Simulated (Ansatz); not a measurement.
Input and command of a calculation in Ansatz (plane waves; scalar-relativistic PAW potentials unless the input names others):

```yaml
crystal:
  lattice:
    - [-3.816551681, 0.0, 0.0]
    - [-1.9082758405, -3.3052307106, 0.0]
    - [-0.7633103362, 0.0, 14.8290392674]
  atoms:
    - { symbol: "N", position: [0.1509010399, 0.3333333333, 0.9121614671] }
    - { symbol: "N", position: [0.2509010399, 0.3333333333, 0.4121614671] }
    - { symbol: "N", position: [0.1657656268, 0.3333333333, 0.8378385329] }
    - { symbol: "N", position: [0.2657656268, 0.3333333333, 0.3378385329] }
    - { symbol: "N", position: [0.6342343732, 0.6666666667, 0.1621614671] }
    - { symbol: "N", position: [0.5342343732, 0.6666666667, 0.6621614671] }
    - { symbol: "N", position: [0.6490989601, 0.6666666667, 0.0878385329] }
    - { symbol: "N", position: [0.5490989601, 0.6666666667, 0.5878385329] }
basis:
  ecutwfc: 420
kpoints:
  mp_grid: { grid: [7, 7, 2] }
hamiltonian:
  xc: PBE-sol
  dispersion: d3bj
scf:
  occupations: { method: gaussian, width: 0.05 }
  max_iter: 50
output:
  forces: true
  eigenvalues: true
  stress: true
```

```bash
ansatz run input.yaml --threads 2 --pin off --max-ram 5120MiB --backend cpu --events-out ev --progress --plain --runs-dir out
```

Problem. What is wrong with this input?

Solution. The program refuses it, because of an unknown functional (hamiltonian.xc: "pbe" → "PBE-sol"; the functional meant is spelt pbesol). With the sound run's settings it is accepted.

Abridged log:
```
Error: YAML parse error: error: line 20 column 7: hamiltonian.xc: unknown variant `PBE-sol`, expected one of `lda`, `lda-pw`, `pw92`, `pbe`, `pbesol`, `rpbe`, `revpbe`, `blyp`, `pbe0`, `revpbe0`, `b3lyp`, `b3lyp5`, `hse06`, `wpbeh`, `hiss`, `lc_wpbe`, `cam_b3lyp`, `hf`, `r2scan`, `r2scanh`, `r2scan0`, `r2scan50`, `mr2scan`
  --> <input>:20:7
   |
18 |   mp_grid: { grid: [7, 7, 2] }
19 | hamiltonian:
20 |   xc: PBE-sol
   |       ^ hamiltonian.xc: unknown variant `PBE-sol`, expected one of `lda`, `lda-pw`, `pw92`, `pbe`, `pbesol`, `rpbe`, `revpbe`, `blyp`, `pbe0`, `revpbe0`, `b3lyp`, `b3lyp5`, `hse06`, `wpbeh`, `hiss`, `lc_wpbe`, `cam_b3lyp`, `hf`, `r2scan`, `r2scanh`, `r2scan0`, `r2scan50`, `mr2scan`
21 |   dispersion: d3bj
22 | scf:
   |
```